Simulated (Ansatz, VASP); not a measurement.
**As: VASP beside Ansatz**

```xyz
4
Lattice="1.7877 -5.3877 0.0000 1.7877 5.3877 0.0000 0.0000 0.0000 4.3787" Properties=species:S:1:pos:R:3 pbc="T T T"
As    1.7877    1.1853    2.4521
As    1.7877   -4.2024    4.1160
As    1.7877   -1.1853    1.9266
As    1.7877    4.2024    0.2627
```

Change from the starting cell: volume scaled by 0.94.

Alike in both runs: task single point; functional PBEsol; k mesh 8 × 8 × 6; occupations fermi-dirac, width 0.05 eV; no spin polarisation.

```csv
,VASP,Ansatz
version,VASP 6.6.1,Ansatz 0.2.0
potentials or method,"VASP PAW PBE potentials, release 64 (As)",Ansatz PAW
plane-wave cutoff (eV),520,420
valence electrons in the cell,20,60
```

VASP gave:

```
gap on the k mesh at the Fermi level (eV)       : none
pressure (GPa)                                  : 5.2
largest component of the traceless stress (GPa) : 1.27
rms of the force components (eV/Å)              : 0.361
```

Question: What did Ansatz give for the same quantities?

Answer: gap on the k mesh at the Fermi level (eV): none; pressure (GPa): 4.6; largest component of the traceless stress (GPa): 1.24; rms of the force components (eV/Å): 0.306.

Atom by atom the forces differ by 0.057 eV/Å (rms over components). A gap of «none» marks a metal or a gap that the smearing closes. The two sets of potentials don't hold the same shells in valence.

Caveats: the PAW data sets were made with another functional, which shifts forces and pressure a little (VASP); the PAW data sets come from PBE, with cores solved anew for the run's functional, which leaves a small shift of forces and pressure (Ansatz).
